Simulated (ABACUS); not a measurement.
# GaSb (F-43m) in ABACUS: reference runs

Reference runs on GaSb: the cell as given.

Everything below comes from runs of ABACUS 3.10.1. Logs are shortened: lines on timing, memory, paths and dates and some standing lists are left out, and cuts for length are marked.

**Measured values to compare with.**

A printed reference work, data compilation reports, for a bulk crystal of GaSb at 4.2 K: band gap 0.811 eV (direct).

The results are compared with them further down.

## (1) Starting point

The structure is cubic, space group F-43m (No. 216). The conventional cell has a = 6.118 Å, b = 6.118 Å, c = 6.118 Å, α = 90.00°, β = 90.00°, γ = 90.00°. Around Sb (site symmetry -43m) lie 4 Ga at 2.65 Å. Around Ga (site symmetry -43m) lie 4 Sb at 2.65 Å.

## (2) Single point, PBEsol

The input, INPUT:

```
INPUT_PARAMETERS
suffix              GaSb
calculation         scf
basis_type          pw
pseudo_dir          ./
symmetry            1
dft_functional      pbesol
ecutwfc             81
pseudo_rcut         7
nspin               1
nbands              18
ks_solver           dav
smearing_method     fd
smearing_sigma      0.00367493
scf_thr             1e-08
scf_nmax            100
mixing_type         broyden
mixing_beta         0.7
cal_force           1
cal_stress          1
out_chg             1
out_pot             2
out_elf             1
```

The input, STRU:

```
ATOMIC_SPECIES
Sb 121.7600 Sb.upf
Ga 69.7230 Ga.upf

LATTICE_CONSTANT
1.8897261246

LATTICE_VECTORS
0.0000000000 3.0590000000 3.0590000000
3.0590000000 0.0000000000 3.0590000000
3.0590000000 3.0590000000 0.0000000000

ATOMIC_POSITIONS
Direct

Sb
0.0
1
0.7500000000 0.7500000000 0.7500000000 1 1 1

Ga
0.0
1
0.0000000000 0.0000000000 0.0000000000 1 1 1
```

The input, KPT:

```
K_POINTS
0
Gamma
8 8 8 0 0 0
```

Potentials or basis: PseudoDojo NC SR 0.4.1 PBEsol standard, plane waves.

Launch:

```sh
$ OMP_NUM_THREADS=1 mpirun -np 4 abacus > log
```

running log:

```text
ABACUS v3.10.1

               Atomic-orbital Based Ab-initio Computation at UStc

 ------------------------------------------------------------------------------------

 READING GENERAL INFORMATION
                           global_out_dir = OUT.GaSb/
                           global_in_card = INPUT
                               pseudo_dir = ./
                              orbital_dir =
                                    DSIZE = 4
                                    GSIZE = 1

 READING UNITCELL INFORMATION
                                    ntype = 2
                  lattice constant (Bohr) = 1.88973
              lattice constant (Angstrom) = 1

 READING ATOM TYPE 1
                               atom label = Sb
                      L=0, number of zeta = 1
                      L=1, number of zeta = 1
                      L=2, number of zeta = 1
             number of atom for this type = 1

 READING ATOM TYPE 2
                               atom label = Ga
                      L=0, number of zeta = 1
                      L=1, number of zeta = 1
                      L=2, number of zeta = 1
             number of atom for this type = 1

                        TOTAL ATOM NUMBER = 2
DIRECT COORDINATES
    atom                   x                   y                   z     mag                  vx                  vy                  vz
taud_Sb1            0.7500000000        0.7500000000        0.7500000000  0.0000        0.0000000000        0.0000000000        0.0000000000
taud_Ga1            0.0000000000        0.0000000000        0.0000000000  0.0000        0.0000000000        0.0000000000        0.0000000000

                          Volume (Bohr^3) = 386.336
                             Volume (A^3) = 57.249

 Lattice vectors: (Cartesian coordinate: in unit of a_0)
                   +0              +3.059              +3.059
               +3.059                  +0              +3.059
               +3.059              +3.059                  +0
 Reciprocal vectors: (Cartesian coordinate: in unit of 2 pi/a_0)
            -0.163452           +0.163452           +0.163452
            +0.163452           -0.163452           +0.163452
            +0.163452           +0.163452           -0.163452
 The esolver type has been set to : ksdft_pw

                PAO radial cut off (Bohr) = 7

 Read in pseudopotential file is Sb.upf
                     pseudopotential type = NC
          exchange-correlation functional = PBESOL
                 nonlocal core correction = 1
                        valence electrons = 15
                                     lmax = 2
                           number of zeta = 3
                     number of projectors = 6
                           L of projector = 0
[... 5 lines left out ...]
                PAO radial cut off (Bohr) = 7

 Read in pseudopotential file is Ga.upf
                     pseudopotential type = NC
          exchange-correlation functional = PBESOL
                 nonlocal core correction = 1
                        valence electrons = 13
                                     lmax = 2
                           number of zeta = 3
                     number of projectors = 6
                           L of projector = 0
                           L of projector = 0
                           L of projector = 1
                           L of projector = 1
                           L of projector = 2
                           L of projector = 2
     initial pseudo atomic orbital number = 18

 SETUP THE ELECTRONS NUMBER
            electron number of element Sb = 15
      total electron number of element Sb = 15
            electron number of element Ga = 13
      total electron number of element Ga = 13
            AUTOSET number of electrons:  = 28
                           occupied bands = 14
                                   NBANDS = 18
                                   NLOCAL = 18

%%%%%%%%%%%%%%%%%%%%%%%%%%%%%%%%%%%%%%%%%%%%%%%%%%%%%%%%%%%%%%%%%%%%%%%%%%%%%%%%%%%%%%%%%%%%%%%%%%%%%%%%%%
 Warning: the number of valence electrons in pseudopotential > 5 for Sb: [Kr] 4d10 5s2 5p3
 Warning: the number of valence electrons in pseudopotential > 3 for Ga: [Ar] 3d10 4s2 4p1
 Pseudopotentials with additional electrons can yield (more) accurate outcomes, but may be less efficient.
 If you're confident that your chosen pseudopotential is appropriate, you can safely ignore this warning.
%%%%%%%%%%%%%%%%%%%%%%%%%%%%%%%%%%%%%%%%%%%%%%%%%%%%%%%%%%%%%%%%%%%%%%%%%%%%%%%%%%%%%%%%%%%%%%%%%%%%%%%%%%

 SETUP THE PLANE WAVE BASIS
 energy cutoff for charge/potential (unit:Ry) = 324
            fft grid for charge/potential = [ 48, 48, 48 ]
                        fft grid division = [ 1, 1, 1 ]
        big fft grid for charge/potential = [ 48, 48, 48 ]
                                     nbxx = 27648
                                     nrxx = 27648

 SETUP PLANE WAVES FOR CHARGE/POTENTIAL
                    number of plane waves = 38157
                         number of sticks = 1495

 PARALLEL PW FOR CHARGE/POTENTIAL
     PROC   COLUMNS(POT)             PW
        1            374           9541
        2            373           9538
        3            374           9540
        4            374           9538
 --------------- sum -------------------
        4           1495          38157
                            number of |g| = 367
                                  max |g| = 29.2814
                                  min |g| = 0.0801498

----------- Double Check Mixing Parameters Begin ------------
mixing_type: broyden
mixing_beta: 0.7
mixing_gg0: 1
mixing_gg0_min: 0.1
mixing_ndim: 8
----------- Double Check Mixing Parameters End ------------

 LATTICE VECTORS: (CARTESIAN COORDINATE: IN UNIT OF A0)
                   +0              +3.059              +3.059
               +3.059                  +0              +3.059
               +3.059              +3.059                  +0
                       right hand lattice = 1
                                   NORM_A = 4.32608
                                   NORM_B = 4.32608
                                   NORM_C = 4.32608
                           ALPHA (DEGREE) = 60
                           BETA  (DEGREE) = 60
                           GAMMA (DEGREE) = 60

 The lattice vectors have been changed (STRU_SIMPLE.cif)

(for optimal symmetric configuration:)
                             BRAVAIS TYPE = 3
                     BRAVAIS LATTICE NAME = 03. Cubic F (face-centered)
                                    ibrav = 3
                                    IBRAV = 3
                                  BRAVAIS = FACE CENTERED CUBIC
                       LATTICE CONSTANT A = 6.118
Original cell was already a primitive cell.
                        ROTATION MATRICES = 48
              PURE POINT GROUP OPERATIONS = 24
                   SPACE GROUP OPERATIONS = 24
                                       C2 = 3
                                       C3 = 8
                                       C4 = 0
                                       C6 = 0
                                       S1 = 6
                                       S3 = 0
                                       S4 = 6
                                       S6 = 0
                              POINT GROUP = T_d
                                       C2 = 3
                                       C3 = 8
                                       C4 = 0
                                       C6 = 0
                                       S1 = 6
                                       S3 = 0
                                       S4 = 6
                                       S6 = 0
               POINT GROUP IN SPACE GROUP = T_d

 SETUP K-POINTS
                                    nspin = 1
                   Input type of k points = Monkhorst-Pack(Gamma)
                                   nkstot = 512
                       right hand lattice = 1
(for reciprocal lattice: )
                             BRAVAIS TYPE = 2
                     BRAVAIS LATTICE NAME = 02. Cubic I (body-centered)
                                    ibrav = 2
                       right hand lattice = 1
(for k-lattice: )
                             BRAVAIS TYPE = 2
                     BRAVAIS LATTICE NAME = 02. Cubic I (body-centered)
                                    ibrav = 2
                       right hand lattice = 1
                        ROTATION MATRICES = 48
                               nkstot_ibz = 29
K-POINTS REDUCTION ACCORDING TO SYMMETRY
     IBZ    DIRECT_X    DIRECT_Y    DIRECT_Z  WEIGHT  ibz2bz
       1  0.00000000  0.00000000  0.00000000  0.0020       0
       2  0.12500000  0.12500000  0.12500000  0.0156       1
       3  0.25000000  0.25000000  0.25000000  0.0156       2
       4  0.37500000  0.37500000  0.37500000  0.0156       3
       5  0.50000000  0.50000000  0.50000000  0.0078       4
       6  0.12500000  0.12500000  0.00000000  0.0117       9
[... 21 lines left out ...]
      28 -0.12500000  0.50000000  0.37500000  0.0234     101
      29  0.50000000  0.25000000 -0.25000000  0.0117     166

                               nkstot now = 29
[... K-POINTS DIRECT COORDINATES: 29 rows ...]

           k-point number in this process = 29
       minimum distributed K point number = 29
[... stars of the k points ...]

[... K-POINTS CARTESIAN COORDINATES: 29 rows ...]

[... K-POINTS DIRECT COORDINATES: 29 rows ...]

 SETUP PLANE WAVES FOR WAVE FUNCTIONS
     energy cutoff for wavefunc (unit:Ry) = 81
              fft grid for wave functions = [ 48, 48, 48 ]
                    number of plane waves = 5985
                         number of sticks = 433

 PARALLEL PW FOR WAVE FUNCTIONS
     PROC   COLUMNS(POT)             PW
        1            109           1498
        2            108           1495
        3            108           1497
        4            108           1495
 --------------- sum -------------------
        4            433           5985

 SETUP NONLOCAL PSEUDOPOTENTIALS IN PLANE WAVE BASIS
 Sb non-local projectors:
 projector 1 L=0
 projector 2 L=0
 projector 3 L=1
 projector 4 L=1
 projector 5 L=2
 projector 6 L=2
 Ga non-local projectors:
 projector 1 L=0
 projector 2 L=0
 projector 3 L=1
 projector 4 L=1
 projector 5 L=2
 projector 6 L=2
      TOTAL NUMBER OF NONLOCAL PROJECTORS = 36

 Init Non-Local PseudoPotential table :
 Init Non-Local-Pseudopotential done.

                                     npwx = 1198

 Make real space PAO into reciprocal space.
       max mesh points in Pseudopotential = 701
     dq(describe PAO in reciprocal space) = 0.01
                                    max q = 1084

 number of pseudo atomic orbitals for Sb is 3
WARNING: norm of atomic wavefunction # 2 of atomic type Sb is 0.999934, renormalized
WARNING: norm of atomic wavefunction # 3 of atomic type Sb is 0.99707, renormalized

 number of pseudo atomic orbitals for Ga is 3
WARNING: norm of atomic wavefunction # 2 of atomic type Ga is 0.999668, renormalized
WARNING: norm of atomic wavefunction # 3 of atomic type Ga is 0.985171, renormalized

 -------------------------------------------
 SELF-CONSISTENT
 -------------------------------------------
                                 init_chg = atomic

 PW ALGORITHM --------------- ION=   1  ELEC=   1--------------------------------
 Notice: Threshold on eigenvalues was too large.
 hsover_error=0.28 > DRHO=0.0291809
 Origin diag ethr = 0.01
 New diag ethr = 0.000104217

 Density error is 0.0299645790965
                          Error Threshold = 0.000104217445874
----------------------------------------------------------
     Energy           Rydberg                 eV
----------------------------------------------------------
 E_KohnSham     -334.2832717051      -4548.1572412711
 E_Harris       -334.9439870637      -4557.1467349043
 E_Fermi        0.5930938828         8.0694562556
----------------------------------------------------------
[... 63 lines left out ...]
 Density error is 2.63237224788e-09
                          Error Threshold = 1.4799423404e-10
----------------------------------------------------------
     Energy           Rydberg                 eV
----------------------------------------------------------
 E_KohnSham     -334.2864624095      -4548.2006530322
 E_KS(sigma->0) -334.2864434863      -4548.2003955687
 E_Harris       -334.2866285389      -4548.2029133387
 E_band         -18.2244926486       -247.9569431804
 E_one_elec     -165.4084795860      -2250.4978198858
 E_Hartree      100.8414647557       1372.0185153438
 E_xc           -86.4197339653       -1175.8008015716
 E_Ewald        -183.2996757676      -2493.9200319917
 E_entropy(-TS) -0.0000378464        -0.0005149269
 E_descf        0.0000000000         0.0000000000
 E_exx          0.0000000000         0.0000000000
 E_Fermi        0.6050771068         8.2324963813
----------------------------------------------------------

 charge density convergence is achieved
 final etot is -4548.200653 eV
 EFERMI = 8.2324963813 eV
The vacuum level is 10.676525427 eV

 STATE ENERGY(eV) AND OCCUPATIONS    NSPIN == 1
 1/29 kpoint (Cartesian) = 0.0000 0.0000 0.0000 (1166 pws)
       1       -20.5783     0.00390625
       2       -20.5783     0.00390625
       3       -20.5783     0.00390625
       4       -20.5591     0.00390625
       5       -20.5591     0.00390625
       6       -6.82820     0.00390625
[... 98 lines left out ...]
       5       -20.5587      0.0234375
       6       -6.83595      0.0234375
[... 10 lines left out ...]
      17        11.9154    2.40130e-34
      18        11.9154    2.40130e-34

[... levels at 23 further k points ...]

------------------------------------------------------------------------------------------
 TOTAL-FORCE (eV/Angstrom)
------------------------------------------------------------------------------------------
                       Sb1         0.0000000000         0.0000000000         0.0000000000
                       Ga1         0.0000000000         0.0000000000         0.0000000000
------------------------------------------------------------------------------------------

----------------------------------------------------------------
 TOTAL-STRESS (KBAR)
----------------------------------------------------------------
        -1.3301516485         0.0000000000         0.0000000000
         0.0000000000        -1.3301516485        -0.0000000000
         0.0000000000        -0.0000000000        -1.3301516485
----------------------------------------------------------------
 TOTAL-PRESSURE: -1.330152 KBAR

 --------------------------------------------
 !FINAL_ETOT_IS -4548.2006530321768878 eV
 --------------------------------------------
```

Wall time 8.2 s (4 MPI ranks of Intel Xeon 6975P-C (Granite Rapids), shared host); peak memory 0.28 GiB.

What came out:

```yaml
Free_energy: -4548.2007 eV
Pressure: -0.1 GPa
Band_gap_on_the_k_mesh: none (metal or under the smearing width)
```

Levels at points of the mesh, in eV from the Fermi level:
| k point | band 12 | band 13 | band 14 | band 15 | band 16 |
| --- | --- | --- | --- | --- | --- |
| (0.00, 0.00, 0.00) | -0.08 | -0.05 | -0.05 | -0.05 | 2.73 |
| (0.50, 0.50, 0.50) | -6.43 | -1.20 | -1.20 | 0.30 | 3.68 |
| (0.50, 0.50, 0.00) | -6.86 | -2.63 | -2.63 | 0.80 | 1.12 |

Caveat: this crystal is a semiconductor, whose small gap the functional closes, so the metal is an error of the method. The run has no spin-orbit coupling, so splittings on Sb are missing.

## (3) Comparison with measurements

Step 2. Measured gap of GaSb: 0.811 eV (direct; 4.2 K; a printed reference work, data compilation). This calculation gives 0.00 eV (-0.81 eV). Spin-orbit coupling on Ga, Sb is left out. The value is that of PBEsol on a finite k mesh, which can miss the band edges, without temperature or zero-point motion. Semilocal functionals fall short of measured gaps as a rule.
